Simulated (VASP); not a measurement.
All values below come from optB88-vdW, VASP's PBE PAW potentials (set 64) (plane waves; VASP).

Input for VASP

INCAR:
```
SYSTEM = ZnTe
PREC = Accurate
ENCUT = 520
EDIFF = 1E-7
NELM = 100
ALGO = Normal
LREAL = .FALSE.
LASPH = .TRUE.
ISMEAR = 0
SIGMA = 0.05
GGA = BO
PARAM1 = 0.1833333333
PARAM2 = 0.22
LUSE_VDW = .TRUE.
AGGAC = 0.0
LMAXMIX = 4
LWAVE = .FALSE.
LCHARG = .FALSE.
LORBIT = 11
ICHARG = 11
```

### KPOINTS
```
k-points along high-symmetry lines
15
Line-mode
Reciprocal
  0.000000   0.000000   0.000000 ! GAMMA
 -0.500000  -0.500000   0.000000 ! X

 -0.500000  -0.500000   0.000000 ! X
 -0.375000  -0.375000   0.250000 ! U

 -0.375000  -0.000000   0.375000 ! K
  0.000000   0.000000   0.000000 ! GAMMA

  0.000000   0.000000   0.000000 ! GAMMA
 -0.000000  -0.000000   0.500000 ! L

 -0.000000  -0.000000   0.500000 ! L
 -0.500000  -0.250000   0.250000 ! W

 -0.500000  -0.250000   0.250000 ! W
 -0.500000  -0.500000   0.000000 ! X
```

File POSCAR:
```
ZnTe
1
    0.0000000000     3.0837758661     3.0837758661
    3.0837758661     0.0000000000     3.0837758661
    3.0837758661     3.0837758661     0.0000000000
Zn Te
1 1
Direct
  0.0000000000   0.0000000000   0.0000000000
  0.2500000000   0.2500000000   0.2500000000
```

POTCAR, in this order: Zn Te (PBE.64 set). Program: vasp_std. Read from the step before: CHGCAR.

What VASP printed:

File OUTCAR:
```
 ion  position               nearest neighbor table
   1  0.000  0.000  0.000-   2 2.67   2 2.67   2 2.67   2 2.67
   2  0.250  0.250  0.250-   1 2.67   1 2.67   1 2.67   1 2.67
  LATTYP: Found a face centered cubic cell.
 ALAT       =     6.1675517322
 Subroutine PRICEL returns:
 Original cell was already a primitive cell.
 Subroutine GETGRP returns: Found 24 space group operations
The static configuration has the point symmetry T_d .
The dynamic configuration has the point symmetry T_d .
 Subroutine INISYM returns: Found 24 space group operations
   k-points           NKPTS =     90   k-points in BZ     NKDIM =     90   number of bands    NBANDS=     13
   number of dos      NEDOS =    301   number of ions     NIONS =      2
   total plane-waves  NPLWV =  32768
   dimension x,y,z NGX =    32 NGY =   32 NGZ =   32
   dimension x,y,z NGXF=    64 NGYF=   64 NGZF=   64
   ions per type =               1   1
   PREC   = accura    normal or accurate (medium, high low for compatibility)
   ISTART =      0    job   : 0-new  1-cont  2-samecut
   ICHARG =     11    charge: 1-file 2-atom 10-const
   ISPIN  =      1    spin polarized calculation?
   LNONCOLLINEAR =      F non collinear calculations
   LSORBIT =      F    spin-orbit coupling
   INIWAV =      1    electr: 0-lowe 1-rand  2-diag
   ENCUT  =  520.0 eV  38.22 Ry    6.18 a.u.   8.11  8.11  8.11*2*pi/ulx,y,z
...
```

**OSZICAR**
```
       N       E                     dE             d eps       ncg     rms          rms(c)
DAV:   1     0.845711059703E+02    0.84571E+02   -0.86635E+03  2340   0.145E+03
DAV:   2     0.593552839215E+01   -0.78636E+02   -0.75379E+02  2490   0.262E+02
DAV:   3     0.111202740867E+01   -0.48235E+01   -0.47323E+01  2905   0.634E+01
DAV:   4     0.104234070141E+01   -0.69687E-01   -0.69652E-01  2942   0.742E+00
DAV:   5     0.104125480195E+01   -0.10859E-02   -0.10859E-02  2914   0.757E-01
DAV:   6     0.104121373641E+01   -0.41066E-04   -0.41065E-04  3310   0.112E-01
DAV:   7     0.104121321324E+01   -0.52317E-06   -0.52301E-06  2933   0.818E-03
DAV:   8     0.104121318726E+01   -0.25984E-07   -0.26236E-07  2062   0.117E-03
   1 F= 0.10412132E+01 E0= 0.10412132E+01  d E =-.919764E-15
```

### OUTCAR
```
 val. band max:        2.7557475149   @ k =   0.0000   0.0000   0.0000

 cond. band min:       3.7364407599   @ k =   0.0000   0.0000   0.0000



 k-point     1 :       0.0000    0.0000    0.0000
  band No.  band energies     occupation
      1      -8.8526      2.00000
      2      -4.1739      2.00000
      3      -4.1739      2.00000
      4      -4.1739      2.00000
      5      -3.9680      2.00000
      6      -3.9680      2.00000
      7       2.7557      2.00000
      8       2.7557      2.00000
      9       2.7557      2.00000
     10       3.7364      0.00000
     11       7.1927      0.00000
     12       7.1927      0.00000
     13       7.1927      0.00000

 k-point     2 :      -0.0357   -0.0357    0.0000
  band No.  band energies     occupation
      1      -8.8415      2.00000
      2      -4.1736      2.00000
      3      -4.1725      2.00000
      4      -4.1725      2.00000
      5      -3.9685      2.00000
      6      -3.9677      2.00000
      7       2.5255      2.00000
      8       2.7145      2.00000
      9       2.7145      2.00000
     10       3.9675      0.00000
     11       7.1234      0.00000
     12       7.2536      0.00000
     13       7.2536      0.00000

 k-point     3 :      -0.0714   -0.0714    0.0000
  band No.  band energies     occupation
      1      -8.8085      2.00000
      2      -4.1724      2.00000
      3      -4.1683      2.00000
      4      -4.1683      2.00000
      5      -3.9700      2.00000
      6      -3.9669      2.00000
      7       2.0883      2.00000
      8       2.5982      2.00000
      9       2.5982      2.00000
     10       4.4019      0.00000
     11       6.9467      0.00000
     12       7.4286      0.00000
     13       7.4286      0.00000

 k-point     4 :      -0.1071   -0.1071    0.0000
  band No.  band energies     occupation
      1      -8.7544      2.00000
      2      -4.1702      2.00000
      3      -4.1615      2.00000
      4      -4.1615      2.00000
...
```

The density is held fixed in this step, so its total energy and stress have no physical meaning. Unless said otherwise, spin-orbit coupling is left out, though it shifts the bands of the heavy elements here.

The compound is ZnTe in the zinc blende structure. It was relaxed first.
